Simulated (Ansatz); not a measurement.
## Bands, cutoff and cost in G0W0 for BAs (honeycomb bilayer)

Aim: see how the G0W0 gap of BAs (honeycomb bilayer) on PBE moves with empty bands and screening cutoff, and what each rung costs.

Program: Ansatz 0.2.0. Level of theory: G0W0 on PBE, plane waves, PAW; PAW set soft_1. Results are calculated unless marked as measured.

**1. The starting structure**

The cell holds 4 atoms: 2 B and 2 As. Cell: a = 3.371 Å, b = 3.371 Å, c = 30.500 Å, α = 90.0°, β = 90.0°, γ = 120.0°. Regions: layer 1 (BAs-hc), 2 atoms (1 B and 1 As); layer 2 (BAs-hc), 2 atoms (1 B and 1 As). Vacuum lies along c.

The structure was relaxed with PBE-D3(BJ). The runs that relaxed it are not among those shown. The Coulomb interaction is cut off across the vacuum.

**2. 178 empty bands, screening to 41 eV**

G0W0 replaces the xc potential by the self-energy, built once from these orbitals. Only a window of levels is corrected, while the sums run over the empty bands that the input names. This step takes PAW set soft_1 files.

Contents of input.yaml:

```yaml
crystal:
  lattice:
    - [3.371343881, 0.0, 0.0]
    - [-1.6856719405, 2.9196694459, 0.0]
    - [0.0, 0.0, 30.5]
  atoms:
    - { symbol: B, position: [0.3333333333, 0.6666666667, 0.4413039236] }
    - { symbol: As, position: [0.6666666667, 0.3333333333, 0.4398083649] }
    - { symbol: B, position: [0.0, 0.0, 0.5601916351] }
    - { symbol: As, position: [0.3333333333, 0.6666666667, 0.5584860113] }
  periodic: [true, true, false]
kpoints:
  mp_grid: { grid: [6, 6, 1] }
hamiltonian:
  xc: pbe
  pseudopotentials: { kind: paw, azcp: { folder: soft_1 } }
scf:
  occupations: { method: fixed }
gw:
  n_empty_bands: 178
  ecut_chi: 41
  qp_bands: [v2, c2]
  qp_kpoints: band_edges
  screening: { model: contour_deformation }
```

The run is started by

```console
> ansatz run input.yaml --threads 4 --pin off --max-ram 17510MiB --backend cpu --events-out ev --progress --plain --runs-dir out
```

Numbers of over 12 decimals in the logs are rounded to 6 here.

The program printed:

```text
Engine: ansatz 0.2.0, aarch64-unknown-linux-gnu
Pseudopotentials: kind: paw
Pseudopotential: B, paw, valence charge 3, recommended cutoff 420 eV (normal), soft_1/B.paw.azcp
Pseudopotential: As, paw, valence charge 15, recommended cutoff 420 eV (normal), soft_1/As.paw.azcp
Functional definition: PBE
  parameter kappa = 0.804
  parameter beta = 0.066725
  exchange = pbe_x(kappa = kappa, mu = beta*pi^2/3)
  correlation = pbe_c(beta = beta)
Crystal: 4 atoms, lattice volume = 300.218 Å³
Basis set: ecut = 420 eV, 5897 PW (Γ)
Bands: 22, of which v1, the nominal top of the filled ones, is band 18 counted from 1 (17 counted from 0)
Symmetry: 6 space group operations
Space group: P3m1 (ITA 156), of the structure as read, at distance tolerance 6.7e-5 Å
k-points: 7 of 36 (time reversal used)
Non-local potential: B, projectors of the file, l = 0: 2, l = 1: 2, l = 2: 1
Non-local potential: As, projectors of the file, l = 0: 2, l = 1: 2, l = 2: 3, l = 3: 1
PAW form: soft (Blöchl's): semilocal exchange-correlation on the pseudo side does not see the compensation charge
PAW one-centre angular grid: B, 110 points (default); XC on 64 Gauss nodes
PAW one-centre angular grid: As, 590 points (default); XC on 64 Gauss nodes
Initial density: superposition of atomic densities (neutral atoms: chi_scale 0, normalization atom)
Initial wavefunctions: pseudopotential atomic-orbital guess
Functional: x = pbe(κ = 0.804, μ = 0.219515), c = pbe(β = 0.066725)
SCF iter   1: F=—  HF=-10023.928711 eV  |F-HF|=—  |Δ(HF+E_count)|=         —  Δρ=3.37e-2  dr2=4.87e0  ethr=3.10e-3  ⟨swp⟩=6.3  Hψ=727  notcnv=0  defer=12
preconditioner: auto → Resta (q_TF=auto, 1.916 Å⁻¹)  ε∞=1.8  [insulator: Δε(μ)=0.162 eV  Ē_g=9.756 eV  n_scr=18 (ndim 8)  ℏωp=8.6 eV  f_vac=0.730  ε∞_Penn≈1.8  vacuum switching on, ρ_ref=6.9e-3 e/Å³]
SCF iter   2: F=—  HF=-10022.864489 eV  |F-HF|=—  |Δ(HF+E_count)|=    1.06e0  Δρ=1.39e-2  dr2=1.08e0  ethr=3.10e-3  ⟨swp⟩=4.1  Hψ=353  notcnv=0  defer=13
SCF iter   3: F=—  HF=-10022.691822 eV  |F-HF|=—  |Δ(HF+E_count)|=   1.73e-1  Δρ=7.12e-3  dr2=2.63e-1  ethr=2.99e-3  ⟨swp⟩=3.4  Hψ=338  notcnv=0  defer=13
SCF iter   4: F=—  HF=-10022.652903 eV  |F-HF|=—  |Δ(HF+E_count)|=   3.89e-2  Δρ=3.43e-3  dr2=4.87e-2  ethr=7.31e-4  ⟨swp⟩=3.4  Hψ=357  notcnv=0  defer=14
SCF iter   5: F=—  HF=-10022.644733 eV  |F-HF|=—  |Δ(HF+E_count)|=   8.17e-3  Δρ=1.08e-3  dr2=3.20e-3  ethr=1.35e-4  ⟨swp⟩=3.1  Hψ=282  notcnv=0  defer=14
SCF iter   6: F=—  HF=-10022.644650 eV  |F-HF|=—  |Δ(HF+E_count)|=   8.29e-5  Δρ=3.22e-4  dr2=3.26e-4  ethr=8.88e-6  ⟨swp⟩=3.3  Hψ=259  notcnv=0  defer=14
SCF iter   7: F=—  HF=-10022.644756 eV  |F-HF|=—  |Δ(HF+E_count)|=   1.06e-4  Δρ=5.36e-5  dr2=1.11e-5  ethr=9.06e-7  ⟨swp⟩=3.0  Hψ=275  notcnv=0  defer=14
SCF iter   8: F=—  HF=-10022.644762 eV  |F-HF|=—  |Δ(HF+E_count)|=   5.69e-6  Δρ=1.79e-5  dr2=2.29e-6  ethr=3.07e-8  ⟨swp⟩=3.1  Hψ=329  notcnv=0  defer=12
SCF iter   9: F=—  HF=-10022.644762 eV  |F-HF|=—  |Δ(HF+E_count)|=   5.47e-8  Δρ=5.37e-6  dr2=1.08e-7  ethr=6.37e-9  ⟨swp⟩=2.7  Hψ=264  notcnv=0  defer=12
SCF iter  10: F=-10022.644762 eV  HF=-10022.644762 eV  |F-HF|=3.30e-9  |Δ(HF+E_count)|=   1.32e-8  Δρ=1.47e-6  dr2=6.79e-9  ethr=2.78e-10  ⟨swp⟩=12.1  Hψ=874  notcnv=0
SCF 1 converged in 10 iterations: F = -10022.644762 eV  dr2 = 6.79e-9
  greatest PAW one-centre occupation: 0.999 electrons in one spin orbital (limit 2), on the As atom at site 3 (counted from 0), in its partial waves of l = 2
NSCF: frozen V_eff on 7 k-points
G₀W₀ screening: q 1/7
[... further progress lines ...]
SCF converged after 10 iterations
Free energy (F): -10022.644762 eV
Harris-Foulkes:  -10022.644762 eV  (|F-HF|=3.30e-9)
Internal energy: -10022.644762 eV  (E = F + TS)
E sigma→0 (E₀):  -10022.644762 eV
Fermi energy:    -4.877089 eV
--- Per-component energies (eV) ---
  E_band       = -985.083126
  E_kinetic    = 289.471875
  E_local      = -69912.490975  (includes V_loc(G=0)·N_el)
  E_nonlocal   = -768.149245
  E_hartree    = 34929.459290
  E_xc         = -203.856152
  E_vxc        = -221.260570  (∫ρ·V_xc dr)
  E_paw        = -4184.406224  (= ΣΔE_a)
  E_vpaw       = -231.571464  (= ΣTr[D̂ρ^β])
  E_aug_tail   = 0.000002  (compensation charges beyond the density's cutoff)
  E_ewald      = 29827.326667
  E_smearing   = -0.000000  (= −TS)
  E_closure    = 0.000000  (closes the sum)
  Σ components = -10022.644762   (vs F -10022.644762, Δ=0.00e0)
--- Band table (eV; the first three rows and the last of 7) ---
  k-point 0: bands = [... 14 lower, -6.5882, -6.5882, -6.3189, -6.3189, -1.2925 (-1.2926°), -1.1478 (-1.1480°), -0.9049, -0.5523]
  k-point 1: bands = [... 14 lower, -8.3274, -7.7345, -7.2988, -7.0187, -1.4128 (-1.4128°), -1.0708 (-1.0708°), -0.7283, -0.1144]
  k-point 2: bands = [... 14 lower, -8.2924, -8.0053, -7.8730, -6.5679, -2.3484, -2.1024, -1.7948, -1.1888]
  k-point 6: bands = [... 14 lower, -11.1016, -10.8320, -5.4008, -4.8771, -4.3567, -3.7359, 1.1883, 1.6419]
  ° read free of the cell's end (the report's vacuum.weakly_bound_levels)
--- G₀W₀: contour deformation, 7 samples at zero and on the imaginary axis and 2 off it, 36 q-points, 178 empty bands' worth ---
  eigenvalues of the whole cell's RPA ε∞ on this k-mesh (on a slab, of 1 + 4πα/V) = 1.1856, 7.3906, 7.3906; static W/v taken at q = 0 is 0.341534
  gw.qp_kpoints: band_edges: 5 of 7 stored k-points solved, in 1 pass; an edge of the gap read off the rows below is read off those points alone
    valence top: of the k-points left out ik 2 came nearest to being solved in a further pass, in band 18 (counted from 1, as in the quasiparticle table): it holds the edge there only if its correction is more favourable than any solved in that band by at least 1.593 eV; those differ by 0.118 eV
    conduction bottom: of the k-points left out ik 2 came nearest to being solved in a further pass, in band 19 (counted from 1, as in the quasiparticle table): it holds the edge there only if its correction is more favourable than any solved in that band by at least 1.983 eV; those differ by 0.419 eV
    ik  band        ε_KS         Σx   Σc(E_QP)       V_xc       Z   E_QP_lin       E_QP  E_QP is
     0    17     -6.3189   -17.6724     2.3417   -15.3616  0.6657    -6.2880    -6.2879  root
     0    18     -6.3189   -17.6724     2.3417   -15.3616  0.6657    -6.2880    -6.2879  root
     0    19     -1.2925    -7.5743    -3.9255   -12.0995  0.6681    -0.6801    -0.6928  root
     0    20     -1.1478    -5.4819    -3.3944    -9.2522  0.6953    -0.7399    -0.7720  root
     1    17     -7.2988   -17.5384     2.5418   -14.9909  0.6489    -7.3045    -7.3045  root
     1    18     -7.0187   -17.5539     2.5262   -15.0206  0.6543    -7.0258    -7.0258  root
     1    19     -1.4128    -8.8551    -4.3328   -13.9653  0.6529    -0.6285    -0.6354  root
     1    20     -1.0708    -8.8981    -4.3539   -14.0424  0.6481    -0.2725    -0.2804  root
     3    17     -6.4447   -13.5208     1.6287   -11.7688  0.6367    -6.5704    -6.5681  root
     3    18     -5.7607   -13.3879     1.2733   -12.0278  0.6514    -5.8483    -5.8474  root
     3    19     -3.5668    -7.7930    -3.2136   -11.3645  0.6629    -3.1818    -3.2088  root
     3    20     -3.2600    -7.8558    -3.3392   -11.5932  0.6569    -2.8255    -2.8618  root
     5    17     -6.7084   -13.3580     1.7293   -11.4889  0.6303    -6.8508    -6.8482  root
     5    18     -5.6183   -13.5296     1.1801   -12.2857  0.6540    -5.6826    -5.6822  root
     5    19     -3.3891    -7.8229    -3.2922   -11.5044  0.6564    -2.9679    -2.9999  root
     5    20     -2.6956    -8.0128    -3.6402   -12.0836  0.6415    -2.2154    -2.2651  root
     6    17     -5.4008   -12.8815     0.6563   -12.2048  0.6653    -5.4212    -5.4212  root
     6    18     -4.8771   -13.6869     0.9213   -12.6986  0.6651    -4.9446    -4.9441  root
     6    19     -4.3567    -7.8015    -2.9066   -11.0913  0.6567    -3.9411    -3.9736  root
     6    20     -3.7359    -8.6605    -2.8692   -11.9229  0.6613    -3.3069    -3.3426  root
```

Wall time 50 s (4 threads of Arm Neoverse V1, shared host); peak memory 1.6 GiB.

This step gave:

```
bands summed                                 : 196
plane waves in the screening matrix          : 181
q-points in the mesh                         : 36
G0W0 gap on the mesh                         : 0.9705 eV
k of the valence top                         : 0.3333, 0.3333, 0
k of the conduction bottom                   : 0.3333, 0.3333, 0
starting gap on the mesh                     : 0.5204 eV
Z at the valence top                         : 0.6651
Z at the conduction bottom                   : 0.6567
least direct G0W0 gap on the computed points : 0.9705 eV
```

The gap on the mesh goes from 0.52 eV to 0.97 eV, a correction of +0.45 eV. Between the two edge states, bare exchange in place of the xc potential would open the gap by 4.28 eV, and correlation takes back 3.83 eV.

**3. 442 empty bands, screening to 75 eV**

Another rung: the empty bands reach about as high as the screening cutoff, so the two stay in balance.

input.yaml, as its differences from that of step 2:

```diff
@@ -18,5 +18,6 @@
   occupations: { method: fixed }
+  convergence: { dr2_threshold: 1.0e-10 }
 gw:
-  n_empty_bands: 178
-  ecut_chi: 41
+  n_empty_bands: 442
+  ecut_chi: 75.0
   qp_bands: [v2, c2]
```

The program printed:

```text
[...]
Crystal: 4 atoms, lattice volume = 300.218 Å³
Basis set: ecut = 420 eV, 5897 PW (Γ)
Bands: 22, of which v1, the nominal top of the filled ones, is band 18 counted from 1 (17 counted from 0)
Symmetry: 6 space group operations
[...]
k-points: 7 of 36 (time reversal used)
[...]
SCF iter   1: F=—  HF=-10023.928711 eV  |F-HF|=—  |Δ(HF+E_count)|=         —  Δρ=3.37e-2  dr2=4.87e0  ethr=3.10e-3  ⟨swp⟩=6.3  Hψ=727  notcnv=0  defer=12
[...]
SCF iter  12: F=-10022.644762 eV  HF=-10022.644762 eV  |F-HF|=2.73e-11  |Δ(HF+E_count)|=  7.15e-10  Δρ=9.61e-8  dr2=3.74e-11  ethr=1.00e-12  ⟨swp⟩=12.3  Hψ=928  notcnv=0
SCF 1 converged in 12 iterations: F = -10022.644762 eV  dr2 = 3.74e-11
[...]
NSCF: frozen V_eff on 7 k-points
G₀W₀ screening: q 1/7
[... further progress lines ...]
SCF converged after 12 iterations
Free energy (F): -10022.644762 eV
[...]
Internal energy: -10022.644762 eV  (E = F + TS)
E sigma→0 (E₀):  -10022.644762 eV
Fermi energy:    -4.877061 eV
[...]
--- Band table (eV; the first three rows and the last of 7) ---
  k-point 0: bands = [... 14 lower, -6.5882, -6.5882, -6.3188, -6.3188, -1.2925 (-1.2926°), -1.1478 (-1.1480°), -0.9049, -0.5522]
  k-point 1: bands = [... 14 lower, -8.3274, -7.7345, -7.2988, -7.0187, -1.4128 (-1.4128°), -1.0708 (-1.0708°), -0.7283, -0.1144]
  k-point 2: bands = [... 14 lower, -8.2924, -8.0052, -7.8730, -6.5679, -2.3484, -2.1024, -1.7948, -1.1888]
  k-point 6: bands = [... 14 lower, -11.1016, -10.8319, -5.4008, -4.8771, -4.3568, -3.7359, 1.1883, 1.6420]
  ° read free of the cell's end (the report's vacuum.weakly_bound_levels)
[...]
bands read: the sum over 460 bands ends inside a degenerate multiplet in 1 slot, whose members it reads at an even weight; the widest, k=0: bands 460 to 461 (counted from 1) at 1/2 each
[...]
`?` marks the rows in doubt; gw_qp.tsv's column doubts and the gw_qp event give each row's grounds
[...]
0    17     -6.3188   -17.6724     2.0032   -15.3616  0.6602    -6.6450    -6.6265  root
     0    18     -6.3188   -17.6724     2.0032   -15.3616  0.6602    -6.6450    -6.6265  root
     0    19     -1.2925    -7.5751    -4.1738   -12.1006  0.6606    -0.9144    -0.9409  root
     0    20     -1.1478    -5.4810    -3.5321    -9.2509  0.6902    -0.9015    -0.9100  root
     1    17     -7.2988   -17.5384     2.2295   -14.9909  0.6448    -7.6373    -7.6169  root
     1    18     -7.0187   -17.5539     2.2098   -15.0206  0.6497    -7.3630    -7.3423  root
     1    19     -1.4128    -8.8551    -4.6628   -13.9653  0.6463    -0.9021    -0.9653  root ?
     1    20     -1.0708    -8.8981    -4.6877   -14.0424  0.6424    -0.5495    -0.6142  root ?
     3    17     -6.4447   -13.5208     1.4436   -11.7688  0.6313    -6.7723    -6.7532  root
     3    18     -5.7607   -13.3878     1.0648   -12.0278  0.6453    -6.0715    -6.0560  root
[...]
6    17     -5.4008   -12.8815     0.4389   -12.2048  0.6598    -5.6472    -5.6386  root
     6    18     -4.8771   -13.6869     0.6950   -12.6986  0.6593    -5.1853    -5.1703  root
     6    19     -4.3568    -7.8016    -3.1144   -11.0913  0.6506    -4.1774    -4.1815  root
     6    20     -3.7359    -8.6604    -3.1005   -11.9229  0.6548    -3.5706    -3.5740  root
```

Elapsed: 4.4 min, on 4 threads; peak memory 4.1 GiB; 17 min of CPU time.

Numbers from this step:

```yaml
bands_summed: 460
plane_waves_in_the_screening_matrix: 469
q_points_in_the_mesh: 36
g0w0_gap_on_the_mesh: 0.9888 eV
k_of_the_valence_top: 0.3333, 0.3333, 0
k_of_the_conduction_bottom: 0.3333, 0.3333, 0
starting_gap_on_the_mesh: 0.5203 eV
z_at_the_valence_top: 0.6593
z_at_the_conduction_bottom: 0.6506
least_direct_g0w0_gap_on_the_computed_points: 0.9888 eV
```

Against the run with 6×6×1 mesh, 178 empty bands, screening to 41 eV, PAW set soft_1 files, the gap moves by +0.018 eV.

**4. Side by side**

Times are wall times on 4 threads of Arm Neoverse V1, shared host, good to a factor of about two.

```tsv
mesh	files	frequency	bands summed	cutoff (eV)	start (eV)	G0W0 (eV)	time	host memory (GiB)
6×6×1	PAW set soft_1	contour deformation	196	41	0.520	0.970	50 s	1.6
6×6×1	PAW set soft_1	contour deformation	460	75	0.520	0.989	4.4 min	4.1
```

The parts of the quasiparticle energy at the two band edges (eV; QP = start + Σx + Σc − Vxc):

```tsv
run	edge	start	Σx	Σc	Vxc	Z	QP
196 bands	valence top	-4.88	-13.69	0.92	-12.70	0.67	-4.94
196 bands	conduction bottom	-4.36	-7.80	-2.91	-11.09	0.66	-3.97
460 bands	valence top	-4.88	-13.69	0.69	-12.70	0.66	-5.17
460 bands	conduction bottom	-4.36	-7.80	-3.11	-11.09	0.65	-4.18
```

**5. Results**

| Item | Value |
| --- | --- |
| 196 bands, 41 eV | 0.970 eV |
| 460 bands, 75 eV | 0.989 eV |
| estimated limit in bands and cutoff | 1.00 eV |
| mesh and start | 6×6×1, PBE |

In words: A line in one over the bands through the two rungs gives 1.00 eV, +0.01 eV from the top rung; with two points alone it is an unchecked estimate. The rungs stand 0.03 eV (196 bands) and 0.01 eV (460 bands) from it. From 196 to 460 bands the gap moves by +0.02 eV while the time grows 5.3-fold. Σc changes by −0.23 eV at the valence top and −0.21 eV at the conduction bottom, so the levels themselves move more than the gap between them. The mesh in the plane is coarse for a sheet; gap and any exciton binding can still move on denser ones. The many-body steps are scalar-relativistic: spin-orbit coupling is not in them.

[Paths, hosts, dates, memory and timing lines, banners, echoed tables and standing remarks are left out of the program output.]

[Logs are printed without paths, hosts, clocks, repeated set-up lines and the standing remarks that a program may print on its own settings, such as how far it seeks lower states.]

[Runs of the session that timed out or met a known fault of the program may be left out.]

[Cells called generated may have been cut or substituted from an entry of the Crystallography Open Database or the Materials Project.]

[Hosts, paths, dates, database ids (printed as entryN), source tags and the programs' standing remarks are cut or masked in the printed files.]
